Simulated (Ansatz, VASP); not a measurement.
# Cross-check of TaAgS3 between VASP and Ansatz, part 2 of 2

Aim: how closely do two programs agree when they are given the same cell, functional and k mesh? The cell is generated by rule, not measured, and may not be a known phase. The cell is taken from a series of runs on this material, whose earlier steps may have relaxed, scaled, displaced or heated it; both programs get it as it stands.

VASP 6.6.1 and Ansatz 0.2.0.

So far: Set-up; VASP: zone-centre phonons, PBE.

The structure was built from a prototype and need not be the compound's stable phase.

## Step 3: Ansatz: zone-centre phonons, PBE

Level of this step: Ansatz beside VASP: Kohn-Sham DFT, plane waves, PBE (Ansatz).

Ansatz runs on its default PAW (the set named soft_2) files.

The same cell, functional, mesh and smearing now go to Ansatz, which takes its cutoff from its data sets.

The input, input.yaml:

```yaml
crystal:
  lattice:
    - [4.8116307016, 0.0, 0.0]
    - [0.0, 4.8116307016, 0.0]
    - [0.0, 0.0, 4.8116307016]
  atoms:
    - { symbol: Ag, position: [0.0, 0.0, 0.0] }
    - { symbol: Ta, position: [0.5, 0.5, 0.5] }
    - { symbol: S, position: [0.5, 0.5, 0.0] }
    - { symbol: S, position: [0.5, 0.0, 0.5] }
    - { symbol: S, position: [0.0, 0.5, 0.5] }
kpoints:
  mp_grid: { grid: [8, 8, 8] }
hamiltonian:
  xc: pbe
scf:
  occupations: { method: methfessel_paxton, width: 0.2 }
output:
  eigenvalues: true
phonons:
  method: dfpt
```

Command:

```sh
ansatz run input.yaml --threads 8 --pin off --max-ram 14336MiB --backend cpu --events-out ev --progress --plain --runs-dir out
```

Numbers of over 12 decimals in the logs are rounded to 6 here.

The log of the run:

```text
zone centre: on kpoints.mp_grid the ground state, and the responses unless they are solved on pairs of k-points, stand on 125 of the mesh's 512 k-points, reduced under 8 symmetry operations, with k and −k counted as one. Each operation leaves every solved displacement unchanged or reverses it
Engine: ansatz 0.2.0, aarch64-unknown-linux-gnu
Pseudopotentials: kind: paw
Pseudopotential: Ag, paw, valence charge 19, recommended cutoff 420 eV (normal), Ag.paw.azcp
Pseudopotential: Ta, paw, valence charge 13, recommended cutoff 420 eV (normal), Ta.paw.azcp
Pseudopotential: S, paw, valence charge 6, recommended cutoff 420 eV (normal), S.paw.azcp
Functional definition: PBE
  parameter kappa = 0.804
  parameter beta = 0.066725
  exchange = pbe_x(kappa = kappa, mu = beta*pi^2/3)
  correlation = pbe_c(beta = beta)
Crystal: 5 atoms, lattice volume = 111.398 Å³
Basis set: ecut = 420 eV, 2109 PW (Γ), exchange–correlation on 72×72×72 points (8 copies of the dense FFT grid, shifted against one another)
Bands: 30, of which v1, the nominal top of the filled ones, is band 25 counted from 1 (24 counted from 0)
Symmetry: 48 space group operations
k-points: 125 of 512 (irreducible under 8 space group operations)
Non-local potential: Ag, projectors of the file, l = 0: 3, l = 1: 2, l = 2: 2, l = 3: 1
Non-local potential: Ta, projectors of the file, l = 0: 3, l = 1: 2, l = 2: 2, l = 3: 1
Non-local potential: S, projectors of the file, l = 0: 2, l = 1: 2, l = 2: 2
PAW form: soft (Blöchl's): semilocal exchange-correlation on the pseudo side does not see the compensation charge
PAW one-centre angular grid: Ag, 590 points (default); XC on 64 Gauss nodes
PAW one-centre angular grid: Ta, 590 points (default); XC on 64 Gauss nodes
PAW one-centre angular grid: S, 110 points (default); XC on 64 Gauss nodes
Initial density: superposition of atomic densities (neutral atoms: chi_scale 0, normalization atom), corrected by the library's trained network
Initial wavefunctions: pseudopotential atomic-orbital guess
Functional: x = pbe(κ = 0.804, μ = 0.219515), c = pbe(β = 0.066725)
SCF iter   1: F=—  HF=-20230.231046 eV  |F-HF|=—  |Δ(HF+E_count)|=         —  Δρ=3.86e-3  dr2=1.98e-2  ethr=1.77e-3  ⟨swp⟩=5.1  Hψ=14460  notcnv=0
preconditioner: auto → Kerker (q_TF=auto, 2.387 Å⁻¹)  [metal: Δε(μ)=0.122 eV  Ē_g=6.763 eV  σ=0.200 eV  W_gap=0.47  n_scr=26 (ndim 8)  ℏωp=20.5 eV  f_vac=0.005  D(μ)=1.38/eV (n_scr^D=6)]
SCF iter   2: F=—  HF=-20230.229477 eV  |F-HF|=—  |Δ(HF+E_count)|=   1.57e-3  S|Δr|=    0.00e0  Δρ=2.10e-3  dr2=8.77e-3  ethr=3.95e-5  ⟨swp⟩=1.9  Hψ=5247  notcnv=0
SCF iter   3: F=—  HF=-20230.227260 eV  |F-HF|=—  |Δ(HF+E_count)|=   2.22e-3  S|Δr|=    0.00e0  Δρ=5.21e-4  dr2=1.07e-3  ethr=1.75e-5  ⟨swp⟩=2.3  Hψ=5142  notcnv=0
SCF iter   4: F=—  HF=-20230.226995 eV  |F-HF|=—  |Δ(HF+E_count)|=   2.65e-4  S|Δr|=    0.00e0  Δρ=1.95e-4  dr2=4.77e-5  ethr=2.15e-6  ⟨swp⟩=2.0  Hψ=5185  notcnv=0
SCF iter   5: F=—  HF=-20230.226993 eV  |F-HF|=—  |Δ(HF+E_count)|=   1.85e-6  S|Δr|=    0.00e0  Δρ=7.29e-5  dr2=4.98e-6  ethr=9.55e-8  ⟨swp⟩=2.2  Hψ=5925  notcnv=0
SCF iter   6: F=—  HF=-20230.226985 eV  |F-HF|=—  |Δ(HF+E_count)|=   7.77e-6  S|Δr|=    0.00e0  Δρ=2.09e-5  dr2=3.08e-7  ethr=9.97e-9  ⟨swp⟩=2.0  Hψ=6546  notcnv=0
SCF iter   7: F=—  HF=-20230.226992 eV  |F-HF|=—  |Δ(HF+E_count)|=   7.14e-6  S|Δr|=    0.00e0  Δρ=5.34e-6  dr2=2.73e-8  ethr=6.17e-10  ⟨swp⟩=2.0  Hψ=6318  notcnv=0
SCF iter   8: F=—  HF=-20230.226992 eV  |F-HF|=—  |Δ(HF+E_count)|=   3.40e-8  S|Δr|=    0.00e0  Δρ=1.13e-6  dr2=2.05e-9  ethr=5.46e-11  ⟨swp⟩=2.0  Hψ=5638  notcnv=0
SCF iter   9: F=—  HF=-20230.226992 eV  |F-HF|=—  |Δ(HF+E_count)|=   2.95e-9  S|Δr|=    0.00e0  Δρ=3.61e-7  dr2=1.62e-10  ethr=4.10e-12  ⟨swp⟩=2.0  Hψ=5654  notcnv=0
SCF iter  10: F=-20230.226992 eV  HF=-20230.226992 eV  |F-HF|=1.09e-11  |Δ(HF+E_count)|=  1.60e-10  S|Δr|=    0.00e0  Δρ=6.34e-8  dr2=4.47e-12  ethr=1.00e-12  ⟨swp⟩=6.6  Hψ=19817  notcnv=0
SCF 1 converged in 10 iterations: F = -20230.226992 eV  dr2 = 4.47e-12
  greatest PAW one-centre occupation: 1.000 electrons in one spin orbital (limit 2), on the Ag atom at site 0 (counted from 0), in its partial waves of l = 0
DFPT response loops at Γ: preconditioner auto → Kerker (q_TF=auto, 2.387 Å⁻¹) (partly filled bands, converged f_vac=0.007); β = 1.00, the filter's whole step (`scf.mixing.beta` (0.50) is not read by the response loops under this deck's `scf.mixing.preconditioner`; to damp them name `kerker` or `kerker_dos`, under which they read `scf.mixing.beta`, and type it under 1.00, their step now; both keys bind the ground state too); Broyden in place of MSR1
SCF converged after 10 iterations
Stability not checked: this state was not tested for a lower state beside it, because cold or Methfessel-Paxton smearing, or corrected tetrahedra, fill the levels in a way that the test cannot read (fill_not_monotonic; see scf.lower_state_search)
Free energy (F): -20230.226992 eV
Harris-Foulkes:  -20230.226992 eV  (|F-HF|=1.09e-11)
Internal energy: -20230.232866 eV  (E = F + TS)
E sigma→0 (E₀):  -20230.228461 eV
Entropy (-TS):   0.005874 eV (1.175 meV/atom)
Fermi energy:    8.216283 eV
Step filling:    the computed levels leave a gap of 0.1150 eV = 0.6 smearing widths at the electron count; against every level under it full and every level over it empty, smearing changes F+E_penalty+E_count by +4.171 meV and its σ→0 estimate by +2.702 meV
--- Per-component energies (eV) ---
  E_band       = -610.306387
  E_kinetic    = 1211.642151
  E_local      = -4592.372523  (includes V_loc(G=0)·N_el)
  E_nonlocal   = 183.849414
  E_hartree    = 1913.650626
  E_xc         = -690.491443
  E_vxc        = -695.400564  (∫ρ·V_xc dr)
  E_paw        = -14103.400509  (= ΣΔE_a)
  E_vpaw       = -545.326549  (= ΣTr[D̂ρ^β])
  E_aug_tail   = 0.000458  (compensation charges beyond the density's cutoff)
  E_ewald      = -4153.111040
  E_smearing   = 0.005874  (= −TS)
  E_closure    = 0.000000  (closes the sum)
  Σ components = -20230.226992   (vs F -20230.226992, Δ=0.00e0)
--- Band table (eV; the first three rows and the last of 125) ---
  k-point 0: bands = [... 21 lower, 6.8992, 7.4141, 7.4141, 7.4141, 7.6673, 7.6673, 7.6673, 8.3374, ... 1 higher]
  k-point 1: bands = [... 21 lower, 6.7573, 6.9044, 7.2635, 7.2635, 7.6652, 8.3870, 8.3870, 8.6772, ... 1 higher]
  k-point 2: bands = [... 21 lower, 5.9583, 6.9157, 7.3327, 7.3327, 7.6602, 9.3381, 9.3381, 9.4120, ... 1 higher]
  k-point 124: bands = [... 21 lower, 5.0174, 8.2501, 8.2501, 8.2501, 8.3413, 10.9003, 10.9003, 10.9003, ... 1 higher]
--- Phonons (Γ-DFPT): 4 representative perturbations + reference, on 125 of 512 k-points (Σ response iterations 12) ---
  k mesh reduced under 8 symmetry operations, with k and −k counted as one. Each operation leaves every solved displacement unchanged or reverses it
  ASR residual: 7.115e-5 → 0.000e0 eV/Å²; symmetrization residual: 4.893e-6 eV/Å²
  ASR residual per site (eV/Å²): 7.12e-5 6.26e-5 6.24e-5 6.24e-5 6.24e-5
  Γ frequencies (cm⁻¹): -127.31 -127.31 -127.31 -86.25 -86.25 -86.25 -35.28 -35.28 -35.28 0.00 0.00 0.00 338.73 338.73 338.73
  non-analytic LO–TO correction: not included (Born effective charges unavailable; polar crystals: no LO–TO splitting at Γ)
```

The column dr2 measures how far the density is from self-consistency, as an energy; F and HF (Harris–Foulkes) agree once it is small.

## Step 4: Comparison

Known differences besides the potentials themselves: the data sets hold 50 valence electrons in Ansatz (on its default PAW (the set named soft_2) files) and 40 in VASP; the cutoff is 420 eV in Ansatz and 500 eV in VASP. Total energies have different zeros and are not compared.

Both answers:

```csv
quantity,Ansatz,VASP,difference
"optical mode 1 to 3 (imaginary, printed as negative) (cm⁻¹)",-127.3,-127.0,-0.3
"optical mode 4 to 6 (imaginary, printed as negative) (cm⁻¹)",-86.2,-87.5,+1.2
"optical mode 7 to 9 (imaginary, printed as negative) (cm⁻¹)",-35.3,-37.8,+2.5
optical mode 10 to 12 (cm⁻¹),338.7,337.7,+0.30 %
```

Modes are paired by rising frequency, not by their patterns, so a pair may set unlike modes beside each other; they are those without the splitting of longitudinal modes.

## Step 5: Summary of results

| Quantity | Value |
| --- | --- |
| r.m.s. difference of the optical zone-centre modes, each program's sorted by frequency (zone-centre phonons, PBE) | 1.5 cm⁻¹ |

**Reading.** The r.m.s. difference of the optical zone-centre modes, each program's sorted by frequency is 1.5 cm⁻¹ (zone-centre phonons, PBE). The data sets hold unlike numbers of valence electrons (50 in Ansatz and 40 in VASP), so part of the differences comes from the potentials. How closely two codes agree says nothing of how well the functional describes the real material.

[Lines on the potential files, build, host, timing and source positions are cut from VASP's logs without a mark.]

[Logs are printed without paths, hosts, clocks, repeated set-up lines and the standing remarks that a program may print on its own settings, such as how far it seeks lower states.]

[Hosts, paths, dates, database ids (printed as entryN), source tags and the programs' standing remarks are cut or masked in the printed files.]
